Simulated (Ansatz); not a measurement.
# Trial inputs on Si

All trials start from this Ansatz input:

```yaml
crystal:
  lattice:
    - [0.0, 2.7218511865, 2.7218511865]
    - [2.7218511865, 0.0, 2.7218511865]
    - [2.7218511865, 2.7218511865, 0.0]
  atoms:
    - { symbol: Si, position: [0.25, 0.25, 0.25] }
    - { symbol: Si, position: [0.0, 0.0, 0.0] }
basis:
  ecutwfc: 420
kpoints:
  mp_grid: { grid: [8, 8, 8] }
hamiltonian:
  xc: pbe
scf:
  occupations: { method: gaussian, width: 0.1 }
output:
  forces: true
  stress: true
  eigenvalues: true
```

Command:

```bash
ansatz run input.yaml --threads 1 --pin off --max-ram 1331MiB --backend cpu --events-out ev --progress --plain --runs-dir out
```

The run converges in 6 SCF iterations on 29 irreducible k-points: pressure 1.34 GPa, gap on the sampled k-points 0.63 eV. It ran for 1.3 s on 1 thread of Arm Neoverse N1, on a shared host, peak memory 0.27 GiB.

The inputs are trials, many of them unsound on purpose. Their numbers show the effect of the settings and aren't properties of the material. Each trial's input is given as a difference from the reference's; energies are extrapolated to zero smearing where there is one, and pressure is positive in compression. Charged cells sit in a uniform background, and their pressures hang on that convention.

Problem. Trial 1:

```diff
 basis:
-  ecutwfc: 420
+  ecutwfc: "39 Ry"
 scf:
+  max_iter: 30
+  convergence: { dr2_threshold: "1e-4 eV" }
```

What does the program give?

Solution. The run converges in 6 SCF iterations on 29 irreducible k-points: energy 0.18 meV per atom below the reference, pressure 1.34 GPa, gap on the sampled k-points 0.63 eV. It took 1.6 s. It warns that the SCF threshold is loose for the forces; that the SCF threshold is loose for the stress.

Problem. Trial 2 (origin moved):

```diff
 crystal:
   atoms:
-    - { symbol: Si, position: [0.25, 0.25, 0.25] }
-    - { symbol: Si, position: [0.0, 0.0, 0.0] }
+    - { symbol: Si, position: [0.891, 1.184, 0.805] }
+    - { symbol: Si, position: [0.641, 0.934, 0.555] }
+total_charge: 1
 basis:
-  ecutwfc: 420
+  ecutwfc: "23 Ha"
 scf:
+  mixing: { algorithm: msr1, beta: 0.51, ndim: 4, q_tf: 1.0 }
+  max_iter: 92
 output:
+  populations: true
```

How does this run end?

Solution. The run converges in 6 SCF iterations on 29 irreducible k-points: pressure 12.54 GPa (with the neutralising background of the charged cell), no gap. It took 2.8 s.

Problem. Trial 3:

```diff
 basis:
+  ecutrho_ratio: 6
 kpoints:
-  mp_grid: { grid: [8, 8, 8] }
+  mp_grid: { grid: [6, 6, 6] }
```

What does the program give?

Solution. The run converges in 6 SCF iterations on 16 irreducible k-points: energy 10.00 meV per atom above the reference, pressure 1.41 GPa, gap on the sampled k-points 0.72 eV. It took 1 s.

Problem. Trial 4:

```diff
 crystal:
+  symmetry: { tolerance: 0.001 }
 basis:
-  ecutwfc: 420
+  ecutwfc: 280
 kpoints:
-  mp_grid: { grid: [8, 8, 8] }
+  mp_grid: { grid: [2, 2, 2] }
+  band_path: { path: [VBM, CBM], npoints: 5 }
 hamiltonian:
-  xc: pbe
+  xc: rpbe
 scf:
-  occupations: { method: gaussian, width: 0.1 }
+  occupations: { method: methfessel_paxton, width: 0.18 }
```

What does the program give?

Solution. The run converges in 6 SCF iterations on 3 irreducible k-points: pressure 11.15 GPa. It took 2 s. It warns that the cutoff lies under the recommended one, 420 eV for these potentials.

Problem. Trial 5:

```diff
+total_charge: -0.5
 kpoints:
-  mp_grid: { grid: [8, 8, 8] }
+  mp_grid: { grid: [1, 1, 1] }
 hamiltonian:
+  hubbard:
+    sites: [{ species: Si, l: d, u_eff: 40.0 }]
+    projectors: ortho-atomic
 scf:
+  mixing: { beta: 0.033 }
+  initial_density: { chi_scale: 0, normalization: atom }
+  eigensolver: { kind: davidson }
+  max_iter: 81
```

What happens?

Solution. The program refuses the input:

```text
Error: inconsistent input (hamiltonian.hubbard.sites[].l, hamiltonian.hubbard.sites[].shell): the file of Si doesn't list 3d, and it can't be added: PBE doesn't bind the shell 3d of the free atom, whose level lies at +0.59 eV. Type an atom or ion with it (hamiltonian.pseudopotentials.projection_atoms), take another file or name another shell
```

Next try, with these keys changed back:

```diff
 hamiltonian:
-  hubbard:
-    sites: [{ species: Si, l: d, u_eff: 40.0 }]
-    projectors: ortho-atomic
```

The run converges in 7 SCF iterations on 1 irreducible k-point: pressure 39.13 GPa (with the neutralising background of the charged cell), no gap. It took 0.52 s.

Problem. Trial 6 (one atom moved):

```diff
 crystal:
   atoms:
-    - { symbol: Si, position: [0.25, 0.25, 0.25] }
+    - { symbol: Si, position: [0.2408150746, 0.2591849254, 0.2591849254] }
 basis:
-  ecutwfc: 420
+  ecutwfc: 570
+  precision: f64
 kpoints:
-  mp_grid: { grid: [8, 8, 8] }
+  mp_grid: { kspacing: 1.4 }
 scf:
-  occupations: { method: gaussian, width: 0.1 }
+  occupations: { method: fermi_dirac, width: "600 K" }
+  self_checks: high
```

What does the program give?

Solution. The run converges in 6 SCF iterations on 5 irreducible k-points: energy 1.28 eV per atom above the reference, pressure 8.99 GPa, largest force 0.725 eV/Å. It took 0.83 s.

Problem. Trial 7:

```diff
 crystal:
   atoms:
-    - { symbol: Si, position: [0.0, 0.0, 0.0] }
+    - { symbol: Si, position: [0.0, 0.0, 0.0], spin: 0.5 }
 hamiltonian:
-  xc: pbe
+  xc: lda
 scf:
-  occupations: { method: gaussian, width: 0.1 }
+  occupations: { method: fermi_dirac, width: "3000 K" }
+  lower_state_search: "off"
 output:
+  populations: true
+magnetization:
+  spin_polarized: true
+  magnetic_field: 1
```

What does the program give?

Solution. The run converges in 19 SCF iterations on 29 irreducible k-points: pressure -2.21 GPa, cell moment 0.00 μB (in the typed magnetic field). It took 13 s. It warns that the starting moments were lost.

Problem. Trial 8:

```diff
 scf:
-  occupations: { method: gaussian, width: 0.1 }
+  occupations: { method: methfessel_paxton, width: 0.42 }
```

What does the program give?

Solution. The run converges in 5 SCF iterations on 29 irreducible k-points: energy 0.16 meV per atom above the reference, pressure 1.36 GPa. It took 1.2 s.